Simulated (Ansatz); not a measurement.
# Al2VN3: the cost of one run

Program: Ansatz 0.2.0. Level of theory: DFT PBE, scalar-relativistic, plane waves, PAW. These are calculated values, not measurements.

### 1 The system as given

Symmetry: P-6m2, No. 187, hexagonal system. The conventional cell has a = 3.116 Å, b = 3.116 Å, c = 9.032 Å, α = 90.00°, β = 90.00°, γ = 120.00°. Al (site symmetry 3m) has 6 N at 2.35 Å as nearest neighbours. V (site symmetry -6m2) has 6 N at 2.35 Å as nearest neighbours. Around N (site symmetry -6m2) lie 6 Al at 2.35 Å. N (site symmetry 3m) is surrounded by 3 Al at 2.35 Å and 3 V at 2.35 Å.

Structure file:

```cif
data_structure
_symmetry_space_group_name_H-M 'P 1'
_symmetry_Int_Tables_number 1
_cell_length_a 3.1162
_cell_length_b 3.1162
_cell_length_c 9.0323
_cell_angle_alpha 90.000
_cell_angle_beta 90.000
_cell_angle_gamma 120.000
_cell_volume 75.96
loop_
_atom_site_label
_atom_site_type_symbol
_atom_site_fract_x
_atom_site_fract_y
_atom_site_fract_z
_atom_site_occupancy
Al1 Al 0.66667 0.33333 0.83333 1
Al2 Al 0.66667 0.33333 0.16667 1
V1 V 0.66667 0.33333 0.50000 1
N1 N 0.33333 0.66667 0.00000 1
N2 N 0.33333 0.66667 0.33333 1
N3 N 0.33333 0.66667 0.66667 1
```

The start is an ordering of an alloy on its end members' structure types: elements ordered on the sites of the VN type, V/Al on V (P-6m2, No. 187).

### 2 Probe: one point on a coarse mesh

File input.yaml:

```yaml
crystal:
  lattice:
    - [3.11624055, 0.0, 0.0]
    - [-1.55812027, 2.69874348, 0.0]
    - [0.0, 0.0, 9.03225517]
  atoms:
    - { symbol: Al, position: [0.66666667, 0.33333333, 0.83333333] }
    - { symbol: Al, position: [0.66666667, 0.33333333, 0.16666667] }
    - { symbol: V, position: [0.66666667, 0.33333333, 0.5], spin: 2.0 }
    - { symbol: "N", position: [0.33333333, 0.66666667, 0.0] }
    - { symbol: "N", position: [0.33333333, 0.66666667, 0.33333333] }
    - { symbol: "N", position: [0.33333333, 0.66666667, 0.66666667] }
basis:
  ecutwfc: 420
kpoints:
  mp_grid: { grid: [6, 6, 2] }
hamiltonian:
  xc: pbe
scf:
  occupations: { method: gaussian, width: 0.1 }
  lower_state_search: "off"
output:
  forces: true
  stress: true
  eigenvalues: true
  populations: true
magnetization:
  spin_polarized: true
```

Started as:

```console
$ ansatz run input.yaml --threads 1 --pin off --max-ram 2560MiB --backend cpu --events-out ev --progress --plain --runs-dir out
```

What time and memory should one allow on 1 thread of Intel Xeon Platinum 8259CL at 2.50GHz (Skylake/Cascade Lake), shared host?

About 12 s, with a peak of 0.39 GiB.
